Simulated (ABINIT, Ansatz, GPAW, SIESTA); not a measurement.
## SiGe: 4 runs at one level of theory

```xyz
4
Lattice="3.9045 0.0000 0.0000 -1.9522 3.3814 0.0000 0.0000 0.0000 6.4508" Properties=species:S:1:pos:R:3 pbc="T T T"
Ge    0.0000    2.2542    0.0025
Ge    1.9522    1.1271    3.2279
Si    0.0000    2.2542    2.4165
Si    1.9522    1.1271    5.6419
```

The cell comes from a database or a generator and needn't be the stable form of this composition.

Alike in all runs: task single point; functional PBEsol; k mesh 8 × 8 × 4; occupations fermi-dirac, width 0.05 eV; no spin polarisation; no spin-orbit coupling. Pressure is positive in compression and, in plane waves, holds the error of the finite cutoff, which Ansatz's Pulay term estimates and takes out.

```csv
program and potentials,plane-wave cutoff (eV),notes,pressure (GPa)
"Ansatz, Ansatz PAW",420,"potentials made for PBE, which Ansatz adapts in part; 9 valence electrons an atom on average; Pulay term of +0.03 GPa included",-0.26
"SIESTA, files PseudoDojo sr-pbesol-0.4.1-standard, DZP (energy shift 0.003 Ry; two zetas on semicore shells)",-,atomic basis; 9 valence electrons an atom on average,0.84
"GPAW, PAW data sets generated for this functional",600,4 valence electrons an atom on average,0.38
"ABINIT, PseudoDojo NC SR PBEsol v0.4.1 standard",1061,9 valence electrons an atom on average,?
```

Task: Estimate from the other rows what the run with ABINIT, PseudoDojo NC SR PBEsol v0.4.1 standard gave.

Result: Pressure -0.31 GPa. The other rows, which needn't bracket it: pressure -0.26 to 0.84.
